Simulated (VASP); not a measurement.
CdSe, 2 atoms in the cell. It takes space group Fm-3m (No. 225, cubic). Conventional cell: a = 5.748 Å, b = 5.748 Å, c = 5.748 Å, α = 90.00°, β = 90.00°, γ = 90.00°. Around Cd (site symmetry m-3m) lie 6 Se at 2.87 Å. Se (site symmetry m-3m) has 6 Cd at 2.87 Å as nearest neighbours. Measurements of this composition are mostly on another form, of space group No. 186.

- Program: VASP 6.6.1
- Task: single point
- Functional: LDA
- Potentials or basis: VASP PAW LDA potentials, release 64 (Cd, Se)
- Cutoff: 520 eV
- k mesh: 8 × 8 × 8
- Occupations: gaussian, width 0.02 eV
- Spin: no spin polarisation
- Further INCAR settings: ALGO = Normal; EDIFF = 1e-06

Potentials or basis: VASP PAW LDA potentials, release 64 (Cd, Se).

Command:

```bash
$ cat potpaw_LDA.64/Cd/POTCAR potpaw_LDA.64/Se/POTCAR > POTCAR
$ mpirun -np 1 vasp_std > vasp.out
```

Hardware: 1 thread of Intel(R) Xeon(R) Platinum 8488C (Sapphire Rapids), on a shared host.

Estimate the wall time of this run.

Wall time 16 s on 1 thread of Intel(R) Xeon(R) Platinum 8488C (Sapphire Rapids) (shared host), peak memory 0.15 GiB. Counts: scf iterations 13, k points 29.
